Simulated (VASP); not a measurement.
Set up this calculation in VASP 6.6.1, as the native input.

```
Task                   : single point
Functional             : PBE
Potentials or basis    : VASP PAW PBE potentials, release 64 (La)
Cutoff                 : 520 eV
k mesh                 : 6 × 6 × 4
Occupations            : gaussian, width 0.05 eV
Spin                   : no spin polarisation
Dipole correction      : no
Further INCAR settings : ALGO = Fast; EDIFF = 1e-06; NBANDS = 18
```

The structure of La lies in POSCAR:

```
La
1.0
    3.7509925602      0.0000000000      0.0000000000
   -1.8754962801      3.2484548466      0.0000000000
    0.0000000000      0.0000000000      6.1266211817
La
2
Direct
    0.3333333333      0.6666666667      0.7500000000
    0.6666666667      0.3333333333      0.2500000000
```

The cell was built by a generator and needn't be a form met in nature.

These files were run (other wordings do the same):

INCAR

```
ALGO = Fast
EDIFF = 1E-6
ENCUT = 520
GGA = PE
ISIF = 2
ISMEAR = 0
LASPH = T
LCHARG = F
LREAL = F
LWAVE = F
NBANDS = 18
NELM = 100
PREC = Accurate
SIGMA = 0.05
```

KPOINTS

```
k-points
0
Gamma
  6 6 4
```

Potentials or basis: VASP PAW PBE potentials, release 64 (La).

The run is started by

```bash
$ cat potpaw_PBE.64/La/POTCAR > POTCAR
$ mpirun -np 1 vasp_std > vasp.out
```

It gave:

The pressure is 0.3 GPa and the band gap on the k mesh is none (metal or under the smearing width).

Wall time 100 s on 1 thread of Intel(R) Xeon(R) Platinum 8259CL CPU @ 2.50GHz (Skylake/Cascade Lake), with other jobs on the host, peak memory 0.2 GiB.
